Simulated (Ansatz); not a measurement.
Two G0W0 runs on InGa3P4 (quasi-random alloy, started on the GaP lattice) (P1).

The cell holds 32 atoms: 4 In, 12 Ga and 16 P. Its edges and angles: a = 9.523 Å, b = 9.517 Å, c = 9.526 Å, α = 109.5°, β = 109.5°, γ = 109.5°. It derives from GaP.

```yaml
crystal:
  lattice:
    - [-5.49895, 5.49785, -5.49721]
    - [5.49357, 5.49270, 5.49744]
    - [5.50116, -5.49808, -5.49965]
  atoms:
    - { symbol: In, position: [0.00195, 0.00105, 0.00358] }
    - { symbol: Ga, position: [0.25075, 0.50209, 0.25341] }
    - { symbol: In, position: [0.49389, 0.99431, 0.49658] }
    - { symbol: In, position: [0.74808, 0.50216, 0.75073] }
    - { symbol: Ga, position: [0.74820, 0.25267, 0.01041] }
    - { symbol: Ga, position: [0.99830, 0.74808, 0.25465] }
    - { symbol: Ga, position: [0.24790, 0.25191, 0.49968] }
    - { symbol: Ga, position: [0.49416, 0.74808, 0.74970] }
    - { symbol: Ga, position: [0.50186, 0.50151, 0.00379] }
    - { symbol: Ga, position: [0.74833, 0.99740, 0.24620] }
    - { symbol: Ga, position: [0.00258, 0.50253, 0.49677] }
    - { symbol: Ga, position: [0.25321, 0.99833, 0.75048] }
    - { symbol: Ga, position: [0.25687, 0.75219, 0.99966] }
    - { symbol: Ga, position: [0.50163, 0.25194, 0.24565] }
    - { symbol: Ga, position: [0.74706, 0.74313, 0.49049] }
    - { symbol: In, position: [0.00629, 0.25164, 0.75032] }
    - { symbol: P, position: [0.99827, 0.26353, 0.01343] }
    - { symbol: P, position: [0.23336, 0.73513, 0.23344] }
    - { symbol: P, position: [0.48533, 0.24821, 0.48314] }
    - { symbol: P, position: [0.73538, 0.75334, 0.73510] }
    - { symbol: P, position: [0.74936, 0.50102, 0.01444] }
    - { symbol: P, position: [0.99930, 0.99800, 0.26324] }
    - { symbol: P, position: [0.24906, 0.50110, 0.49981] }
    - { symbol: P, position: [0.50276, 0.00112, 0.76416] }
    - { symbol: P, position: [0.50258, 0.74776, 0.99956] }
    - { symbol: P, position: [0.75217, 0.25095, 0.25684] }
    - { symbol: P, position: [0.00225, 0.75058, 0.50274] }
    - { symbol: P, position: [0.26851, 0.25064, 0.75213] }
    - { symbol: P, position: [0.26306, 0.00085, 0.99983] }
    - { symbol: P, position: [0.49544, 0.49735, 0.24613] }
    - { symbol: P, position: [0.74887, 0.98677, 0.48610] }
    - { symbol: P, position: [0.01326, 0.51460, 0.74782] }
```

The structure was relaxed with LDA. The runs that relaxed it are not among those shown. PAW set soft_2, made with PBE.

The first (Ansatz 0.2.0; start LDA, 2×2×2 mesh, 883 empty bands, screening to 70 eV; 1 × NVIDIA H100 80GB HBM3 (shared by 6 runs) with 2 threads of AMD EPYC 7R13 (Zen 3), shared host) gave, on its mesh: starting gap 1.31 eV, G0W0 gap 1.86 eV, RPA ε∞ (mean) 12.93, 90 s.

The second changes empty bands from 883 to 223 and screening cutoff (eV) from 70.0 to 28. What does it give?

It gave: starting gap 1.31 eV, G0W0 gap 1.69 eV, RPA ε∞ (mean) 13.30, 34 s. The G0W0 gap moves by −0.17 eV, +0.00 eV from the start and −0.17 eV from the correction.

Limits: not at the basis limit; no spin-orbit coupling.

[Paths, hosts, dates, memory and timing lines, banners, echoed tables and standing remarks are left out of the program output.]

[Logs are printed without paths, hosts, clocks, repeated set-up lines and the standing remarks that a program may print on its own settings, such as how far it seeks lower states.]

[Runs of the session that timed out or met a known fault of the program may be left out.]

[Cells called generated may have been cut or substituted from an entry of the Crystallography Open Database or the Materials Project.]

[Hosts, paths, dates, database ids (printed as entryN), source tags and the programs' standing remarks are cut or masked in the printed files.]
